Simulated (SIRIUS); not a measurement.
LiH under changes of volume

One of the cells (8.449 Å³/atom); the others are scaled copies at fixed shape and fractional positions:

```
Li H
1.0
     0.00000    2.03675    2.03675
     2.03675    0.00000    2.03675
     2.03675    2.03675    0.00000
Li H
1 1
Direct
  0.00000 0.00000 0.00000
  0.50000 0.50000 0.50000
```

- Program: SIRIUS 7.12.0
- Functional: LDA
- Potentials or basis: all-electron FP-LAPW
- Cutoff: 168 eV
- Basis: apw+lo standard
- k mesh: 11 × 11 × 11
- Occupations: fermi-dirac, width 0.05 eV
- Spin: no spin polarisation

```tsv
volume (Å³/atom)	energy over the lowest point (meV/atom)	gap on the mesh (eV)
7.942	0.00	2.80
8.111	2.89	2.82
8.280	6.24	2.83
8.449	?	?
8.618	14.68	2.86
8.787	19.87	2.87
8.956	25.42	2.88
```

Question: What does the run at 8.449 Å³/atom give?

Answer: Energy over the lowest point 10.14 meV/atom; gap on the mesh 2.85 eV.

Worked out: A Birch-Murnaghan fit of order 3 (a polynomial in V^(-2/3)) to the other rows has no minimum within the range. It gives 10.21 meV/atom at 8.449 Å³/atom, against the run's 10.14. A straight line through the other rows of the gap, of slope 0.661 eV per unit of ln V (its deformation potential), gives 2.84 eV, against the run's 2.85.

Energies are extrapolated to zero smearing.

Caveats: an odd mesh through Γ misses points on the zone boundary, where band edges often lie.
